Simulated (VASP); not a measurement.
Here is a VASP 6.6.1 calculation.

The input INCAR:

```
SYSTEM = SnSe2
  PREC = Accurate
  ENCUT = 600
  EDIFF = 1E-6
  ISMEAR = 0
  SIGMA = 0.03
  LREAL = .FALSE.
  LASPH = .TRUE.
  NELM = 120
  ALGO = Normal
  ISIF = 3
  LWAVE = .FALSE.
  LCHARG = .FALSE.
  GGA = PE
  IBRION = 2
  NSW = 40
  EDIFFG = -0.005
  LATTICE_CONSTRAINTS = .TRUE. .TRUE. .FALSE.
  KPAR = 2
```

The input KPOINTS:

```
Automatic mesh
0
G
  12 12 1
  0 0 0
```

Contents of POSCAR:

```
SnSe2
1.0
    3.8500000000      0.0000000000      0.0000000000
   -1.9250000000      3.3341978000      0.0000000000
    0.0000000000      0.0000000000     19.1800000000
Se Sn
2 1
Direct
    0.3333330000      0.6666670000      0.4171011500
    0.6666670000      0.3333330000      0.5828988500
    0.0000000000      0.0000000000      0.5000000000
```

Potentials or basis: VASP PAW PBE potentials, release 64 (Se, Sn_d).

Run with:

```bash
$ cat potpaw_PBE.64/Se/POTCAR potpaw_PBE.64/Sn_d/POTCAR > POTCAR
$ mpirun -np 2 vasp_std > vasp.out
```

What does it give for the relaxed volume?

82.90 Å³/atom.

Predict the band gap on the k mesh.

0.79 eV, indirect (least direct gap 1.10 eV).

Predict the relaxed cell.

a = 3.869 Å, b = 3.869 Å, c = 19.180 Å, α = 90.00°, β = 90.00°, γ = 120.00°.

Final structure:
```
CELL_PARAMETERS angstrom
3.86936 0.00000 0.00000
-1.93468 3.35097 0.00000
0.00000 0.00000 19.18000
ATOMIC_POSITIONS crystal
Se 0.33333 0.66667 0.41678
Se 0.66667 0.33333 0.58322
Sn 0.00000 0.00000 0.50000
```

Caveat: spin-orbit coupling is left out, which moves the levels of the heavy elements.
